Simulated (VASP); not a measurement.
# PtSe2 (P-3m1) in VASP: band structure with PBE

Aim: the band structure of PtSe2 with PBE.

Everything below comes from runs of VASP 6.6.1. Logs are shortened: lines on timing, memory, paths and dates and some standing lists are left out, and cuts for length are marked.

**1. The crystal as given**

Symmetry: P-3m1, No. 164, trigonal system. The conventional cell has a = 3.769 Å, b = 3.769 Å, c = 4.824 Å, α = 90.00°, β = 90.00°, γ = 120.00°. Pt (site symmetry -3m) is surrounded by 6 Se at 2.53 Å. Se (site symmetry 3m) is surrounded by 3 Pt at 2.53 Å.

**2. Band structure, PBE**

INCAR

```
SYSTEM = PtSe2
ALGO     = Normal         ! electronic algorithm
EDIFF    = 1E-7           ! SCF threshold, eV
ENCUT    = 420            ! plane-wave cutoff, eV
GGA      = PE             ! functional
ISIF     = 2              ! what is computed and relaxed
ISMEAR   = 0              ! smearing method
KPAR     = 4            
LASPH    = .True.         ! aspherical terms in the spheres
LCHARG   = .False.        ! write CHGCAR
LMAXMIX  = 4              ! l up to which the mixer works
LREAL    = .False.        ! projectors in reciprocal space
LWAVE    = .False.        ! write WAVECAR
NELM     = 80             ! most SCF steps
PREC     = Accurate       ! precision mode
SIGMA    = 0.02           ! smearing width, eV
```

KPOINTS

```
k-points
0
Gamma
  9 9 6
  0 0 0
```

POSCAR

```
PtSe2                                   
1.0
    3.7694498116     -0.0000000000      0.0000000000
   -1.8847249058      3.2644392914     -0.0000000000
    0.0000000000      0.0000000000      4.8239446578
  Pt              Se            
     1     2
Direct
     1.0000000000000000    0.0000000000000000    0.0000000000000000
     0.3333333300000021    0.6666666699999979    0.2658020626640046
     0.6666666699999979    0.3333333300000021    0.7341979373359955
```

KPOINTS_OPT

```
path GMKGALHA,LM,KH
10
line-mode
reciprocal
 0.0000000000  0.0000000000  0.0000000000  G
 0.5000000000  0.0000000000  0.0000000000  M

 0.5000000000  0.0000000000  0.0000000000  M
 0.3333333333  0.3333333333  0.0000000000  K

 0.3333333333  0.3333333333  0.0000000000  K
 0.0000000000  0.0000000000  0.0000000000  G

 0.0000000000  0.0000000000  0.0000000000  G
 0.0000000000  0.0000000000  0.5000000000  A

 0.0000000000  0.0000000000  0.5000000000  A
 0.5000000000  0.0000000000  0.5000000000  L

 0.5000000000  0.0000000000  0.5000000000  L
 0.3333333333  0.3333333333  0.5000000000  H

 0.3333333333  0.3333333333  0.5000000000  H
 0.0000000000  0.0000000000  0.5000000000  A

 0.5000000000  0.0000000000  0.5000000000  L
 0.5000000000  0.0000000000  0.0000000000  M

 0.3333333333  0.3333333333  0.0000000000  K
 0.3333333333  0.3333333333  0.5000000000  H
```

Potentials or basis: VASP PAW PBE potentials, release 64 (Pt_GW, Se_GW).

Launch:

```
$ cat potpaw_PBE.64/Pt_GW/POTCAR potpaw_PBE.64/Se_GW/POTCAR > POTCAR
$ mpirun -np 4 vasp_std > vasp.out
```

OUTCAR:

```text
SYSTEM = PtSe2
   EDIFF = 1E-7
   ENCUT = 420
   GGA = PE
   ISIF = 2
   ISMEAR = 0
   LASPH = .True.
   LREAL = .False.
   NELM = 80
   PREC = Accurate

 ion  position               nearest neighbor table
   1  0.000  0.000  0.000-   2 2.53   3 2.53   2 2.53   3 2.53   3 2.53   2 2.53
   2  0.333  0.667  0.266-   1 2.53   1 2.53   1 2.53
   3  0.667  0.333  0.734-   1 2.53   1 2.53   1 2.53

  LATTYP: Found a hexagonal cell.
 ALAT       =     3.7694498116
 C/A-ratio  =     1.2797476817

  Lattice vectors:

 A1 = (   3.7694498116,   0.0000000000,   0.0000000000)
 A2 = (  -1.8847249058,   3.2644392914,   0.0000000000)
 A3 = (   0.0000000000,   0.0000000000,   4.8239446578)

Analysis of symmetry for initial positions (statically):
=====================================================================
 Subroutine PRICEL returns:
 Original cell was already a primitive cell.

 Routine SETGRP: Setting up the symmetry group for a
 hexagonal supercell.

 Subroutine GETGRP returns: Found 12 space group operations
 (whereof 12 operations were pure point group operations)
 out of a pool of 24 trial point group operations.

The static configuration has the point symmetry D_3d.

Analysis of symmetry for dynamics (positions and initial velocities):
=====================================================================
 Subroutine PRICEL returns:
 Original cell was already a primitive cell.

 Routine SETGRP: Setting up the symmetry group for a
 hexagonal supercell.

 Subroutine GETGRP returns: Found 12 space group operations
 (whereof 12 operations were pure point group operations)
 out of a pool of 24 trial point group operations.

The dynamic configuration has the point symmetry D_3d.

 Subroutine INISYM returns: Found 12 space group operations
 (whereof 12 operations are pure point group operations),
 and found     1 'primitive' translations

----------------------------------------------------------------------------------------

                                     Primitive cell

  volume of cell :      59.3593

  direct lattice vectors                    reciprocal lattice vectors
     3.769449812  0.000000000  0.000000000     0.265290706  0.153165660  0.000000000
    -1.884724906  3.264439291  0.000000000     0.000000000  0.306331321  0.000000000
     0.000000000  0.000000000  4.823944658     0.000000000  0.000000000  0.207299227

  length of vectors
     3.769449812  3.769449808  4.823944658     0.306331321  0.306331321  0.207299227

  position of ions in fractional coordinates (direct lattice)
     0.000000000  0.000000000  0.000000000
     0.333333330  0.666666670  0.265802063
     0.666666670  0.333333330  0.734197937

  ion indices of the primitive-cell ions
   primitive index   ion index
                 1           1
                 2           2
                 3           3

----------------------------------------------------------------------------------------

 KPOINTS: k-points

Automatic generation of k-mesh.
 Grid dimensions read from file:
 generate k-points for:    9    9    6

 Generating k-lattice:

  Cartesian coordinates                     Fractional coordinates (reciprocal lattice)
     0.029476745  0.017018407  0.000000000     0.111111111 -0.000000000  0.000000000
     0.000000000  0.034036813  0.000000000     0.000000000  0.111111111  0.000000000
     0.000000000  0.000000000  0.034549871     0.000000000  0.000000000  0.166666667

  Length of vectors
     0.034036813  0.034036813  0.034549871

  Shift w.r.t. Gamma in fractional coordinates (k-lattice)
     0.000000000  0.000000000  0.000000000

 Subroutine IBZKPT returns following result:
 ===========================================

 Found     62 irreducible k-points:

 Following reciprocal coordinates:
            Coordinates               Weight
  0.000000  0.000000  0.000000      1.000000
  0.111111  0.000000  0.000000      6.000000
  0.222222  0.000000  0.000000      6.000000
  0.333333  0.000000  0.000000      6.000000
  0.444444  0.000000  0.000000      6.000000
  0.111111  0.111111  0.000000      6.000000
[... 16 lines left out ...]
  0.222222  0.111111  0.166667     12.000000
 -0.111111  0.333333  0.166667     12.000000
 [... further k-points ...]
   k-points           NKPTS =     62   k-points in BZ     NKDIM =     62   number of bands    NBANDS=     15
   number of dos      NEDOS =    301   number of ions     NIONS =      3
   total plane-waves  NPLWV =  25088
   dimension x,y,z NGX =    28 NGY =   28 NGZ =   32
   dimension x,y,z NGXF=    56 NGYF=   56 NGZF=   64
   ions per type =               1   2
   NGX,Y,Z   is equivalent  to a cutoff of  12.35, 12.35, 11.03 a.u.
   NGXF,Y,Z  is equivalent  to a cutoff of  24.70, 24.70, 22.06 a.u.
 SYSTEM =  PtSe2
   PREC   = accura    normal or accurate (medium, high low for compatibility)
   ISTART =      0    job   : 0-new  1-cont  2-samecut
   ICHARG =      2    charge: 1-file 2-atom 10-const
   ISPIN  =      1    spin polarized calculation?
   LNONCOLLINEAR =      F non collinear calculations
   LSORBIT =      F    spin-orbit coupling
   LASPH  =      T    aspherical Exc in radial PAW
   ENCUT  =  420.0 eV  30.87 Ry    5.56 a.u.   6.30  6.30  8.06*2*pi/ulx,y,z
   NELM   =     80;   NELMIN=  2; NELMDL= -5     # of ELM steps
   EDIFF  = 0.1E-06   stopping-criterion for ELM
   LREAL  =      F    real-space projection
   EDIFFG = 0.1E-05   stopping-criterion for IOM
   NSW    =      0    number of steps for IOM
   IBRION =     -1    ionic relax: 0-MD 1-quasi-New 2-CG
   NFREE  =      0    steps in history (QN), initial steepest desc. (CG)
   ISIF   =      2    stress and relaxation
   ISYM   =      2    0-nonsym 1-usesym 2-fastsym
   POTIM  = 0.5000    time-step for ionic-motion
   TEBEG  =    0.0;   TEEND  =   0.0 temperature during run
   PSTRESS=    0.0 pullay stress
   NELECT =      22.0000    total number of electrons
   NUPDOWN=      -1.0000    fix difference up-down
   EMIN   =  10.00;   EMAX   =-10.00  energy-range for DOS
   EFERMI =   0.00;   METHOD = LEGACY
   ISMEAR =     0;   SIGMA  =   0.02  broadening in eV -4-tet -1-fermi 0-gaus
   EFERMI_NEDOS =   21; number of points for ismear=-14 and -15
   IALGO  =     38    algorithm
   IMIX   =      4    mixing-type and parameters
     AMIX     =   0.40;   BMIX     =  1.00
     AMIX_MAG =   1.60;   BMIX_MAG =  1.00
  volume/ion in A,a.u.               =      19.79       133.53
  Fermi-wavevector in a.u.,A,eV,Ry     =   1.175943  2.222209 18.814692  1.382841
  Thomas-Fermi vector in A             =   2.312315
   LORBIT       =      0    0 simple, 1 ext, 2 COOP (PROOUT), +10 PAW based schemes
   GGA     = PE    functional components
   LHFCALC =     F    Hartree Fock is set to
   AEXX    =    0.0000 exact exchange contribution
   IVDW    =     0    specifies the selected vdW correction
   LEPSILON=     F    determine dielectric tensor
   LRPA    =     F    only Hartree local field effects (RPA)
 non-spin polarized calculation
 Gauss-broadening in eV      SIGMA  =   0.02
  energy-cutoff  :      420.00
  volume of cell :       59.36
 maximum number of plane-waves:      1174
 NGX is ok and might be reduce to    28
   NGX = 13   NGY = 13   NGZ = 17

 number of electron      21.9999998 magnetization

 Free energy of the ion-electron system (eV)
  ---------------------------------------------------
  ext. energy  EPLUGINS =         0.00000000
  ---------------------------------------------------
  free energy    TOTEN  =       -14.21465396 eV

  energy without entropy =      -14.21434610  energy(sigma->0) =      -14.21450003

 E-fermi :   6.6998     XC(G=0): -10.9140

 val. band max:        6.6499717499   @ k =   0.3333   0.3333   0.0000
 cond. band min:       6.7040756369   @ k =  -0.1111   0.4444   0.1667
 fundamental gap:      0.0541038871
 Fermi energy:         6.6998254005

 k-point     1 :       0.0000    0.0000    0.0000
  band No.  band energies     occupation
      1      -8.9864      2.00000
      2      -5.8891      2.00000
      3      -0.4371      2.00000
      4       0.4572      2.00000
      5       0.4572      2.00000
      6       2.8898      2.00000
      7       2.8898      2.00000
      8       4.2070      2.00000
      9       5.6846      2.00000
     10       5.6846      2.00000
     11       7.4715      0.00000
     12       7.7500      0.00000
     13       7.7500      0.00000
     14      10.0484      0.00000
     15      10.7764      0.00000

 k-point     2 :       0.1111    0.0000    0.0000
  band No.  band energies     occupation
      1      -8.8542      2.00000
      2      -5.9664      2.00000
      3      -0.2708      2.00000
      4       0.5432      2.00000
      5       0.5873      2.00000
      6       2.7007      2.00000
      7       2.7984      2.00000
      8       3.9180      2.00000
      9       5.1750      2.00000
     10       5.4687      2.00000
     11       6.5819      2.00000
     12       7.9283      0.00000
     13       8.2521      0.00000
     14      10.8402      0.00000
     15      11.5293      0.00000

 k-point     3 :       0.2222    0.0000    0.0000
  band No.  band energies     occupation
      1      -8.4798      2.00000
      2      -6.1702      2.00000
      3       0.1846      2.00000
      4       0.7699      2.00000
      5       0.9298      2.00000
      6       1.9085      2.00000
      7       2.6259      2.00000
      8       3.3726      2.00000
      9       4.6603      2.00000
     10       4.9168      2.00000
     11       5.5596      2.00000
     12       8.3212      0.00000
     13       8.3678      0.00000
     14      11.6607      0.00000
     15      12.5259      0.00000
[... 343 lines left out ...]
 k-point    23 :       0.2222    0.1111    0.1667
  band No.  band energies     occupation
      1      -8.0197      2.00000
      2      -6.5163      2.00000
      3       0.4100      2.00000
      4       0.9004      2.00000
      5       1.1645      2.00000
      6       1.8457      2.00000
      7       2.1767      2.00000
      8       3.3438      2.00000
      9       3.9277      2.00000
     10       4.5327      2.00000
     11       5.2118      2.00000
     12       8.1522      0.00000
     13       8.6436      0.00000
     14      11.9927      0.00000
     15      13.3119      0.00000

 k-point    24 :      -0.1111    0.3333    0.1667
  band No.  band energies     occupation
      1      -8.0557      2.00000
      2      -6.4342      2.00000
      3       0.0968      2.00000
      4       0.7616      2.00000
      5       1.0748      2.00000
      6       1.7543      2.00000
      7       2.4910      2.00000
      8       3.3357      2.00000
      9       4.3458      2.00000
     10       4.7552      2.00000
     11       6.2252      2.00000
     12       7.0264      0.00000
     13       8.0748      0.00000
     14      11.3269      0.00000
     15      12.8947      0.00000

 [... further k-points ...]
[... 5 lines left out ...]
  --------------------------------------------------------------------------------------
  -------------------------------------------------------------------------------------
  Total        1.4191356      1.4191356      1.4532152      0.0000000      0.0000000      0.0000000
  in kB       38.3041284     38.3041283     39.2239778      0.0000000      0.0000000      0.0000000
  external PRESSURE =      38.6107449 kB  Pullay stress =       0.0000000 kB

 VOLUME and BASIS-vectors are now :
 -----------------------------------------------------------------------------
  energy-cutoff  :      420.00
  volume of cell :       59.36
      direct lattice vectors                 reciprocal lattice vectors
     3.769449812  0.000000000  0.000000000     0.265290706  0.153165660  0.000000000
    -1.884724906  3.264439291  0.000000000     0.000000000  0.306331321  0.000000000
     0.000000000  0.000000000  4.823944658     0.000000000  0.000000000  0.207299227

 POSITION                                       TOTAL-FORCE (eV/Angst)
 -----------------------------------------------------------------------------------
      0.00000      0.00000      0.00000         0.000000      0.000000     -0.000000
     -0.00000      2.17629      1.28221        -0.000000      0.000000     -0.022285
      1.88472      1.08815      3.54173         0.000000      0.000000      0.022285
 -----------------------------------------------------------------------------------
    total drift:                                0.000000      0.000000      0.000000

  FREE ENERGIE OF THE ION-ELECTRON SYSTEM (eV)
  ---------------------------------------------------
  free  energy   TOTEN  =       -14.2146539578 eV

  energy  without entropy=      -14.2143461018  energy(sigma->0) =      -14.21450003
```

It took 15 s on 4 MPI ranks of AMD EPYC 9R14 (Zen 4), shared host; peak memory 0.19 GiB.

Results:

| Quantity | Value |
| --- | --- |
| Free energy | -14.2147 eV |
| Pressure | 3.9 GPa |
| Largest force | 0.022 eV/Å |
| Band gap along the path | none (metal or under the smearing width) |

Forces on the atoms (eV/Å):
```
Pt   0.000  0.000  0.000
Se   0.000  0.000 -0.022
Se   0.000  0.000  0.022
```

Stress tensor (GPa, compression positive):
```
3.83 0.00 0.00
0.00 3.83 0.00
0.00 0.00 3.92
```

Levels at the corners of the path, in eV from the Fermi level:
```
point  band 7  band 8  band 9  band 10  band 11  band 12  band 13  band 14  band 15
    Γ   -3.81   -2.49   -1.02    -1.02     0.77     1.05     1.05     3.35     4.08
    M   -3.72   -3.72   -3.34    -3.27    -2.93     0.48     2.48     5.02     6.10
    M   -3.72   -3.72   -3.34    -3.27    -2.93     0.48     2.48     5.02     6.10
    K   -4.56   -3.62   -2.27    -1.71    -1.71    -0.05    -0.05     3.84     7.57
    K   -4.56   -3.62   -2.27    -1.71    -1.71    -0.05    -0.05     3.84     7.57
    Γ   -3.81   -2.49   -1.02    -1.02     0.77     1.05     1.05     3.35     4.08
    Γ   -3.81   -2.49   -1.02    -1.02     0.77     1.05     1.05     3.35     4.08
    A   -3.86   -2.92   -1.73    -1.73    -1.72     2.31     2.31     4.98     6.55
    A   -3.86   -2.92   -1.73    -1.73    -1.72     2.31     2.31     4.98     6.55
    L   -3.38   -3.36   -3.09    -2.59    -1.11     0.59     1.45     4.90     4.90
    L   -3.38   -3.36   -3.09    -2.59    -1.11     0.59     1.45     4.90     4.90
    H   -4.30   -4.30   -3.46    -2.50    -2.50     2.32     2.32     6.57     7.60
    H   -4.30   -4.30   -3.46    -2.50    -2.50     2.32     2.32     6.57     7.60
    A   -3.86   -2.92   -1.73    -1.73    -1.72     2.31     2.31     4.98     6.55
    L   -3.38   -3.36   -3.09    -2.59    -1.11     0.59     1.45     4.90     4.90
    M   -3.72   -3.72   -3.34    -3.27    -2.93     0.48     2.48     5.02     6.10
    K   -4.56   -3.62   -2.27    -1.71    -1.71    -0.05    -0.05     3.84     7.57
    H   -4.30   -4.30   -3.46    -2.50    -2.50     2.32     2.32     6.57     7.60
```

Caveat: spin-orbit coupling is left out, which moves the levels of the heavy elements.
